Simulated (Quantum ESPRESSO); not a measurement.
# BeTe (F-43m) in Quantum ESPRESSO: a series of runs, part 3 of 4

Quantum ESPRESSO 7.5. The steps go on from the part before.

## (4) Dielectric tensor, PBEsol

Input file pw.in:

```
&CONTROL
  calculation = 'scf'
  prefix = 'pwscf'
  outdir = './tmp'
  pseudo_dir = './pseudo'
  tprnfor = .true.
  tstress = .true.
  disk_io = 'low'
/
&SYSTEM
  ibrav = 0
  nat = 2
  ntyp = 2
  ecutwfc = 88
  nbnd = 16
  occupations = 'smearing'
  smearing = 'fd'
  degauss = 0.00367493
/
&ELECTRONS
  conv_thr = 4d-10
  electron_maxstep = 120
  mixing_beta = 0.5
/
ATOMIC_SPECIES
Te   127.6000 Te.upf
Be     9.0122 Be.upf
CELL_PARAMETERS angstrom
   0.0000000000    2.7700000000    2.7700000000
   2.7700000000    0.0000000000    2.7700000000
   2.7700000000    2.7700000000    0.0000000000
ATOMIC_POSITIONS angstrom
Te     4.1550000000    4.1550000000    4.1550000000
Be     0.0000000000    0.0000000000    0.0000000000
K_POINTS automatic
6 6 6 1 1 1
```

Input file scf2.in:

```
&CONTROL
  calculation = 'scf'
  prefix = 'pwscf'
  outdir = './tmp'
  pseudo_dir = './pseudo'
  tprnfor = .true.
  tstress = .true.
  disk_io = 'low'
/
&SYSTEM
  ibrav = 0
  nat = 2
  ntyp = 2
  ecutwfc = 88
  nbnd = 16
  occupations = 'fixed'
/
&ELECTRONS
  conv_thr = 1d-13
  electron_maxstep = 120
  mixing_beta = 0.5
  startingpot = 'file'
  startingwfc = 'file'
/
ATOMIC_SPECIES
Te   127.6000 Te.upf
Be     9.0122 Be.upf
CELL_PARAMETERS angstrom
   0.0000000000    2.7700000000    2.7700000000
   2.7700000000    0.0000000000    2.7700000000
   2.7700000000    2.7700000000    0.0000000000
ATOMIC_POSITIONS angstrom
Te     4.1550000000    4.1550000000    4.1550000000
Be     0.0000000000    0.0000000000    0.0000000000
K_POINTS automatic
6 6 6 1 1 1
```

Input file ph.in:

```
dielectric of BeTe
&INPUTPH
  prefix = 'pwscf'
  outdir = './tmp'
  tr2_ph = 1d-18
  fildyn = 'dyn'
  niter_ph = 90
  alpha_mix(1) = 0.7
  epsil = .true.
  trans = .false.
  zeu = .true.
/
0.0000000000 0.0000000000 0.0000000000
```

Potentials or basis: PseudoDojo 0.4.1 SR PBEsol standard.

Started as:

```bash
> OMP_NUM_THREADS=1 pw.x -in pw.in > pw.out
> OMP_NUM_THREADS=1 pw.x -in scf2.in > scf2.out
> OMP_NUM_THREADS=1 ph.x -in ph.in > ph.out
```

pw.out:

```text
This program is part of the open-source Quantum ESPRESSO suite
     for quantum simulation of materials; please cite
[... 9 lines left out ...]
     --------------------
     sticks:   dense  smooth     PW     G-vecs:    dense   smooth      PW
     Sum        1333    1333    385                31951    31951    5065

     Using Slab Decomposition

     bravais-lattice index     =            0
     lattice parameter (alat)  =       7.4028  a.u.
     unit-cell volume          =     286.8573 (a.u.)^3
     number of atoms/cell      =            2
     number of atomic types    =            2
     number of electrons       =        20.00
     number of Kohn-Sham states=           16
     kinetic-energy cutoff     =      88.0000  Ry
     charge density cutoff     =     352.0000  Ry
     scf convergence threshold =      4.0E-10
     mixing beta               =       0.5000
     number of iterations used =            8  plain     mixing
     Exchange-correlation= PBESOL
                           (   1   4  10   8   0   0   0)

     celldm(1)=   7.402759  celldm(2)=   0.000000  celldm(3)=   0.000000
     celldm(4)=   0.000000  celldm(5)=   0.000000  celldm(6)=   0.000000

[... 8 lines left out ...]
               b(3) = (  0.707107  0.707107 -0.707107 )

     PseudoPot. # 1 for Te read from file:
     Te.upf
     Pseudo is Norm-conserving + core correction, Zval = 16.0
     Generated using ONCVPSP code by D. R. Hamann
     Using radial grid of 1294 points,  6 beta functions with:
                l(1) =   0
                l(2) =   0
                l(3) =   1
                l(4) =   1
                l(5) =   2
                l(6) =   2

     PseudoPot. # 2 for Be read from file:
     Be.upf
     Pseudo is Norm-conserving, Zval =  4.0
     Generated using ONCVPSP code by D. R. Hamann
     Using radial grid of 1358 points,  4 beta functions with:
                l(1) =   0
                l(2) =   0
                l(3) =   1
                l(4) =   1

     atomic species   valence    mass     pseudopotential
     Te               16.00   127.60000     Te( 1.00)
     Be                4.00     9.01220     Be( 1.00)

     24 Sym. Ops. (no inversion) found

   Cartesian axes

     site n.     atom                  positions (alat units)
         1        Te     tau(   1) = (   1.0606602   1.0606602   1.0606602  )
         2        Be     tau(   2) = (   0.0000000   0.0000000   0.0000000  )

     number of k points=    28  Fermi-Dirac smearing, width (Ry)=  0.0037
                       cart. coord. in units 2pi/alat
        k(    1) = (   0.0589256   0.0589256   0.0589256), wk =   0.0185185
        k(    2) = (   0.1767767   0.1767767  -0.0589256), wk =   0.0555556
        k(    3) = (   0.2946278   0.2946278  -0.1767767), wk =   0.0555556
        k(    4) = (  -0.2946278  -0.2946278   0.4124790), wk =   0.0555556
        k(    5) = (  -0.1767767  -0.1767767   0.2946278), wk =   0.0555556
        k(    6) = (  -0.0589256  -0.0589256   0.1767767), wk =   0.0555556
[... 20 lines left out ...]
        k(   27) = (   0.2946278   0.2946278   0.2946278), wk =   0.0185185
        k(   28) = (  -0.2946278  -0.2946278   0.8838835), wk =   0.0555556

     Dense  grid:    31951 G-vectors     FFT dimensions: (  45,  45,  45)

     Initial potential from superposition of free atoms

     starting charge      19.9996, renormalised to      20.0000
     Starting wfcs are   11 randomized atomic wfcs +    5 random wfcs

     Self-consistent Calculation

     iteration #  1     ecut=    88.00 Ry     beta= 0.50
     Davidson diagonalization with overlap
     ethr =  1.00E-02,  avg # of iterations =  4.8

     Threshold (ethr) on eigenvalues was too large:
     Diagonalizing with lowered threshold

     Davidson diagonalization with overlap
     ethr =  1.92E-04,  avg # of iterations =  3.4

     total energy              =    -237.17356310 Ry
     estimated scf accuracy    <       0.03955575 Ry

     iteration #  2     ecut=    88.00 Ry     beta= 0.50
     Davidson diagonalization with overlap
     ethr =  1.98E-04,  avg # of iterations =  1.4
[... 36 lines left out ...]
     total energy              =    -237.17606771 Ry
     estimated scf accuracy    <          5.8E-10 Ry

     iteration #  8     ecut=    88.00 Ry     beta= 0.50
     Davidson diagonalization with overlap
     ethr =  2.91E-12,  avg # of iterations =  2.0

     End of self-consistent calculation

          k = 0.0589 0.0589 0.0589 (  3951 PWs)   bands (ev):

   -91.0638 -28.0102 -28.0101 -28.0101 -27.9946 -27.9946  -4.2668   7.6084
     8.2086   8.2086  11.9780  12.1137  12.1137  13.0671  16.9785  18.1760

          k = 0.1768 0.1768-0.0589 (  3988 PWs)   bands (ev):

   -91.0638 -28.0097 -28.0091 -28.0086 -27.9948 -27.9942  -3.9051   5.7047
     7.1380   7.9880  12.1731  12.4707  12.9355  14.7374  16.8125  17.5173
[... 63 lines left out ...]
   -91.0638 -28.0081 -28.0069 -28.0061 -27.9943 -27.9933  -2.8801   2.9524
     6.0673   6.8336  12.2265  12.7394  13.9907  15.9535  18.0754  19.2464

          k =-0.6482 0.0589 0.0589 (  4006 PWs)   bands (ev):

   -91.0638 -28.0118 -28.0026 -28.0025 -27.9969 -27.9916  -2.3805   3.0811
     5.2640   5.5790  10.3274  11.2403  17.9295  17.9316  19.9453  21.4520

          k =-0.5303 0.1768-0.0589 (  4009 PWs)   bands (ev):

   -91.0638 -28.0104 -28.0047 -28.0036 -27.9960 -27.9923  -2.6719   3.5342
     5.1615   5.8115  11.2749  12.6107  15.1221  16.7665  19.3035  20.3072

          k =-0.4125 0.0589 0.0589 (  4005 PWs)   bands (ev):

   -91.0638 -28.0112 -28.0054 -28.0054 -27.9960 -27.9926  -3.2498   4.5591
     6.1486   6.2579  10.8673  12.4086  15.2976  15.4930  18.4525  19.8190

          k = 0.1768 0.1768 0.1768 (  3984 PWs)   bands (ev):
[... 41 lines left out ...]
   -91.0638 -28.0081 -28.0072 -28.0072 -27.9936 -27.9936  -3.0148   2.7678
     7.1800   7.1800  11.5505  12.9324  12.9324  16.1532  18.8914  19.2883

          k =-0.2946-0.2946 0.8839 (  3996 PWs)   bands (ev):

   -91.0638 -28.0078 -28.0066 -28.0059 -27.9940 -27.9935  -2.7220   2.7628
     5.6833   6.7653  11.8606  13.5571  13.8652  16.6677  17.9081  18.8492

     the Fermi energy is     9.3145 ev

!    total energy              =    -237.17606771 Ry
     estimated scf accuracy    <          1.9E-10 Ry
     smearing contrib. (-TS)   =      -0.00000000 Ry
     internal energy E=F+TS    =    -237.17606771 Ry

     The total energy is F=E-TS. E is the sum of the following terms:
     one-electron contribution =    -113.57274834 Ry
     hartree contribution      =      58.87023962 Ry
     xc contribution           =     -53.54819628 Ry
     ewald contribution        =    -128.92536272 Ry

     convergence has been achieved in   8 iterations

     Forces acting on atoms (cartesian axes, Ry/au):

     atom    1 type  1   force =     0.00000000    0.00000000    0.00000000
     atom    2 type  2   force =     0.00000000    0.00000000    0.00000000

     Total force =     0.000000     Total SCF correction =     0.000000

     Computing stress (Cartesian axis) and pressure

          total   stress  (Ry/bohr**3)                   (kbar)     P=       23.98
   0.00016299  -0.00000000   0.00000000           23.98       -0.00        0.00
   0.00000000   0.00016299  -0.00000000            0.00       23.98       -0.00
  -0.00000000  -0.00000000   0.00016299           -0.00       -0.00       23.98

=------------------------------------------------------------------------------=
   JOB DONE.
=------------------------------------------------------------------------------=
```

scf2.out:

```text
This program is part of the open-source Quantum ESPRESSO suite
     for quantum simulation of materials; please cite
[... 9 lines left out ...]
     --------------------
     sticks:   dense  smooth     PW     G-vecs:    dense   smooth      PW
     Sum        1333    1333    385                31951    31951    5065
[... 293 lines left out ...]
   0.00016277  -0.00000000  -0.00000000           23.94       -0.00       -0.00
  -0.00000000   0.00016277  -0.00000000           -0.00       23.94       -0.00
  -0.00000000  -0.00000000   0.00016277           -0.00       -0.00       23.94

=------------------------------------------------------------------------------=
   JOB DONE.
=------------------------------------------------------------------------------=
```

ph.out:

```text
This program is part of the open-source Quantum ESPRESSO suite
     for quantum simulation of materials; please cite
         "P. Giannozzi et al., J. Phys.:Condens. Matter 21 395502 (2009);
         "P. Giannozzi et al., J. Phys.:Condens. Matter 29 465901 (2017);
         "P. Giannozzi et al., J. Chem. Phys. 152 154105 (2020);
     in publications or presentations arising from this work. More details at

     IMPORTANT: XC functional enforced from input :
[... 185 lines left out ...]
      E*z (        0.00000       -0.00000        1.22730 )

     INITIALIZATION:

     DIELECTRIC CONSTANT AND EFFECTIVE CHARGES:

      Additional routines

=------------------------------------------------------------------------------=
   JOB DONE.
=------------------------------------------------------------------------------=
```

Run time: 4.9 min. Hardware: 1 thread of Arm Neoverse V1, shared host; peak memory 0.09 GiB.

Results:

- Free energy: -3226.9448 eV
- Pressure: 2.4 GPa
- Electronic dielectric tensor (diagonal): 7.56
- Born charges (mean of the diagonal): Te -1.23; Be +1.23 e

Electronic dielectric tensor:
```
7.56 0.00 0.00
0.00 7.56 0.00
0.00 0.00 7.56
```

Born effective charge tensors (e):
atom 1, Te
```
-1.23  0.00  0.00
 0.00 -1.23  0.00
 0.00  0.00 -1.23
```
atom 2, Be
```
1.23 0.00 0.00
0.00 1.23 0.00
0.00 0.00 1.23
```

Spin-orbit coupling is left out, which matters for the levels of Te.

## (5) Dielectric tensor, WC

Edit pw.in of step 4 so:

```diff
@@ -15,2 +15,3 @@
   nbnd = 16
+  input_dft = 'wc'
   occupations = 'smearing'
```

Edit scf2.in of step 4 so:

```diff
@@ -15,2 +15,3 @@
   nbnd = 16
+  input_dft = 'wc'
   occupations = 'fixed'
```

ph.in is that of step 4.

Potentials or basis: PseudoDojo 0.4.1 SR PBE standard.

Started as:

```bash
> OMP_NUM_THREADS=1 pw.x -in pw.in > pw.out
> OMP_NUM_THREADS=1 pw.x -in scf2.in > scf2.out
> OMP_NUM_THREADS=1 ph.x -in ph.in > ph.out
```

pw.out:

```text
This program is part of the open-source Quantum ESPRESSO suite
     for quantum simulation of materials; please cite
         "P. Giannozzi et al., J. Phys.:Condens. Matter 21 395502 (2009);
         "P. Giannozzi et al., J. Phys.:Condens. Matter 29 465901 (2017);
         "P. Giannozzi et al., J. Chem. Phys. 152 154105 (2020);
     in publications or presentations arising from this work. More details at

     IMPORTANT: XC functional enforced from input :
     Exchange-correlation= WC
                           (   1   4  11   4   0   0   0)
     Any further DFT definition will be discarded
     Please, verify this is what you really want

     Message from routine setup:
     using ibrav=0 with symmetry is DISCOURAGED, use correct ibrav instead

     G-vector sticks info
     --------------------
     sticks:   dense  smooth     PW     G-vecs:    dense   smooth      PW
     Sum        1333    1333    385                31951    31951    5065

     Using Slab Decomposition

     bravais-lattice index     =            0
     lattice parameter (alat)  =       7.4028  a.u.
     unit-cell volume          =     286.8573 (a.u.)^3
     number of atoms/cell      =            2
     number of atomic types    =            2
     number of electrons       =        20.00
     number of Kohn-Sham states=           16
     kinetic-energy cutoff     =      88.0000  Ry
     charge density cutoff     =     352.0000  Ry
     scf convergence threshold =      4.0E-10
     mixing beta               =       0.5000
     number of iterations used =            8  plain     mixing
     Exchange-correlation= WC
                           (   1   4  11   4   0   0   0)

     celldm(1)=   7.402759  celldm(2)=   0.000000  celldm(3)=   0.000000
     celldm(4)=   0.000000  celldm(5)=   0.000000  celldm(6)=   0.000000

[... 8 lines left out ...]
               b(3) = (  0.707107  0.707107 -0.707107 )

     PseudoPot. # 1 for Te read from file:
     Te.upf
     Pseudo is Norm-conserving + core correction, Zval = 16.0
     Generated using ONCVPSP code by D. R. Hamann
     Using radial grid of 1294 points,  6 beta functions with:
                l(1) =   0
                l(2) =   0
                l(3) =   1
                l(4) =   1
                l(5) =   2
                l(6) =   2

     PseudoPot. # 2 for Be read from file:
     Be.upf
     Pseudo is Norm-conserving, Zval =  4.0
     Generated using ONCVPSP code by D. R. Hamann
     Using radial grid of 1358 points,  4 beta functions with:
                l(1) =   0
                l(2) =   0
                l(3) =   1
                l(4) =   1

     atomic species   valence    mass     pseudopotential
     Te               16.00   127.60000     Te( 1.00)
     Be                4.00     9.01220     Be( 1.00)

     24 Sym. Ops. (no inversion) found

   Cartesian axes

     site n.     atom                  positions (alat units)
         1        Te     tau(   1) = (   1.0606602   1.0606602   1.0606602  )
         2        Be     tau(   2) = (   0.0000000   0.0000000   0.0000000  )

     number of k points=    28  Fermi-Dirac smearing, width (Ry)=  0.0037
                       cart. coord. in units 2pi/alat
        k(    1) = (   0.0589256   0.0589256   0.0589256), wk =   0.0185185
        k(    2) = (   0.1767767   0.1767767  -0.0589256), wk =   0.0555556
        k(    3) = (   0.2946278   0.2946278  -0.1767767), wk =   0.0555556
        k(    4) = (  -0.2946278  -0.2946278   0.4124790), wk =   0.0555556
        k(    5) = (  -0.1767767  -0.1767767   0.2946278), wk =   0.0555556
        k(    6) = (  -0.0589256  -0.0589256   0.1767767), wk =   0.0555556
[... 20 lines left out ...]
        k(   27) = (   0.2946278   0.2946278   0.2946278), wk =   0.0185185
        k(   28) = (  -0.2946278  -0.2946278   0.8838835), wk =   0.0555556

     Dense  grid:    31951 G-vectors     FFT dimensions: (  45,  45,  45)

     Initial potential from superposition of free atoms

     starting charge      19.9996, renormalised to      20.0000
     Starting wfcs are   11 randomized atomic wfcs +    5 random wfcs

     Self-consistent Calculation

     iteration #  1     ecut=    88.00 Ry     beta= 0.50
     Davidson diagonalization with overlap
     ethr =  1.00E-02,  avg # of iterations =  5.5

     Threshold (ethr) on eigenvalues was too large:
     Diagonalizing with lowered threshold

     Davidson diagonalization with overlap
     ethr =  1.75E-04,  avg # of iterations =  3.4

     total energy              =    -237.41142934 Ry
     estimated scf accuracy    <       0.03578639 Ry
[... 43 lines left out ...]
     iteration #  8     ecut=    88.00 Ry     beta= 0.50
     Davidson diagonalization with overlap
     ethr =  2.35E-12,  avg # of iterations =  2.0

     End of self-consistent calculation

          k = 0.0589 0.0589 0.0589 (  3951 PWs)   bands (ev):

   -91.6645 -27.9707 -27.9706 -27.9706 -27.9545 -27.9545  -4.2770   7.6030
     8.2028   8.2028  11.9946  12.1413  12.1413  13.0586  16.9660  18.1842
[... 73 lines left out ...]
   -91.6645 -27.9723 -27.9630 -27.9629 -27.9568 -27.9514  -2.3932   3.0793
     5.2657   5.5812  10.3231  11.2450  17.9547  17.9561  19.9631  21.4423

          k =-0.5303 0.1768-0.0589 (  4009 PWs)   bands (ev):

   -91.6645 -27.9709 -27.9651 -27.9640 -27.9559 -27.9522  -2.6839   3.5316
     5.1623   5.8130  11.2770  12.6139  15.1342  16.7872  19.3167  20.3056

          k =-0.4125 0.0589 0.0589 (  4005 PWs)   bands (ev):
[... 51 lines left out ...]
   -91.6645 -27.9682 -27.9670 -27.9663 -27.9539 -27.9534  -2.7340   2.7609
     5.6829   6.7660  11.8677  13.5603  13.8844  16.6804  17.8975  18.8560

     the Fermi energy is     9.2390 ev

!    total energy              =    -237.41299807 Ry
     estimated scf accuracy    <          1.9E-10 Ry
     smearing contrib. (-TS)   =      -0.00000000 Ry
     internal energy E=F+TS    =    -237.41299807 Ry

     The total energy is F=E-TS. E is the sum of the following terms:
     one-electron contribution =    -113.47630583 Ry
     hartree contribution      =      58.86696879 Ry
     xc contribution           =     -53.87829831 Ry
     ewald contribution        =    -128.92536272 Ry

     convergence has been achieved in   8 iterations

     Forces acting on atoms (cartesian axes, Ry/au):

     atom    1 type  1   force =     0.00000000    0.00000000    0.00000000
     atom    2 type  2   force =     0.00000000    0.00000000   -0.00000000

     Total force =     0.000000     Total SCF correction =     0.000000

     Computing stress (Cartesian axis) and pressure

          total   stress  (Ry/bohr**3)                   (kbar)     P=       28.15
   0.00019133  -0.00000000   0.00000000           28.15       -0.00        0.00
  -0.00000000   0.00019133   0.00000000           -0.00       28.15        0.00
   0.00000000   0.00000000   0.00019133            0.00        0.00       28.15

=------------------------------------------------------------------------------=
   JOB DONE.
=------------------------------------------------------------------------------=
```

scf2.out:

```text
This program is part of the open-source Quantum ESPRESSO suite
     for quantum simulation of materials; please cite
         "P. Giannozzi et al., J. Phys.:Condens. Matter 21 395502 (2009);
         "P. Giannozzi et al., J. Phys.:Condens. Matter 29 465901 (2017);
         "P. Giannozzi et al., J. Chem. Phys. 152 154105 (2020);
[... 309 lines left out ...]
   0.00000000   0.00019106   0.00000000            0.00       28.11        0.00
   0.00000000  -0.00000000   0.00019106            0.00       -0.00       28.11

=------------------------------------------------------------------------------=
   JOB DONE.
=------------------------------------------------------------------------------=
```

Run time: 5.1 min. Hardware: 1 thread of Arm Neoverse V1, shared host; peak memory 0.09 GiB.

Results:

| Quantity | Value |
| --- | --- |
| Free energy | -3230.1684 eV |
| Pressure | 2.8 GPa |
| Electronic dielectric tensor (diagonal) | 7.55 |
| Born charges (mean of the diagonal) | Te -1.25; Be +1.25 e |

Levels at points of the mesh, in eV from the valence-band top:
```
           k point  band 6  band 7  band 8  band 9  band 10  band 11  band 12  band 13  band 14  band 15
(0.08, 0.08, 0.08)  -36.16  -12.48   -0.60    0.00     0.00     3.79     3.94     3.94     4.86     8.76
```

Electronic dielectric tensor:
```
7.55 0.00 0.00
0.00 7.55 0.00
0.00 0.00 7.55
```

Born effective charge tensors (e):
atom 1, Te
```
-1.25  0.00  0.00
 0.00 -1.25  0.00
 0.00  0.00 -1.25
```
atom 2, Be
```
1.25 0.00 0.00
0.00 1.25 0.00
0.00 0.00 1.25
```

Caveat: the potentials were made for another functional, which shifts forces and pressure.

(Continued in part 4 of 4.)
